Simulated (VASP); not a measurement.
**Ru: single point with PBE**

Slab: Ru, a slab with vacuum.

```
CELL_PARAMETERS angstrom
2.72003 0.00000 0.00000
-1.36001 2.35561 0.00000
0.00000 0.00000 27.89031
ATOMIC_POSITIONS crystal
Ru 0.33333 0.66667 0.27152
Ru 0.66667 0.33333 0.34550
Ru 0.33333 0.66667 0.42261
Ru 0.66667 0.33333 0.50000
Ru 0.33333 0.66667 0.57739
Ru 0.66667 0.33333 0.65450
Ru 0.33333 0.66667 0.72848
```

The slab is cut from a database's or a generator's crystal, which needn't be the stable form of the element.

The cell isn't the ideal one: (0 0 1) slab, atoms relaxed.

```
Program                : VASP 6.6.1
Task                   : single point
Functional             : PBE
Potentials or basis    : VASP PAW PBE potentials, release 64 (Ru_pv)
Cutoff                 : 520 eV
k mesh                 : 15 × 15 × 1
Occupations            : gaussian, width 0.1 eV
Spin                   : no spin polarisation
Dipole correction      : yes
Further INCAR settings : ALGO = Fast; EDIFF = 1e-06; NBANDS = 58
```

The largest force is 0.011 eV/Å and the band gap on the k mesh is none (metal or under the smearing width).

Forces in eV/Å, atoms in the order of the input:
```
Ru   0.000  0.000 -0.011
Ru   0.000  0.000  0.007
Ru   0.000  0.000  0.003
Ru   0.000  0.000  0.000
Ru   0.000  0.000 -0.003
Ru   0.000  0.000 -0.007
Ru   0.000  0.000  0.011
```

Levels at points of the mesh, in eV from the Fermi level:
| k point | band 44 | band 45 | band 46 | band 47 | band 48 | band 49 | band 50 | band 51 | band 52 | band 53 |
| --- | --- | --- | --- | --- | --- | --- | --- | --- | --- | --- |
| (0.00, 0.00, 0.00) | -2.08 | -1.91 | -1.91 | -1.63 | -1.12 | -1.12 | -0.65 | -0.65 | -0.42 | -0.02 |

Wall time 12 min on 1 thread of Intel(R) Xeon(R) Platinum 8375C CPU @ 2.90GHz (Ice Lake), on a shared host, peak memory 0.38 GiB.
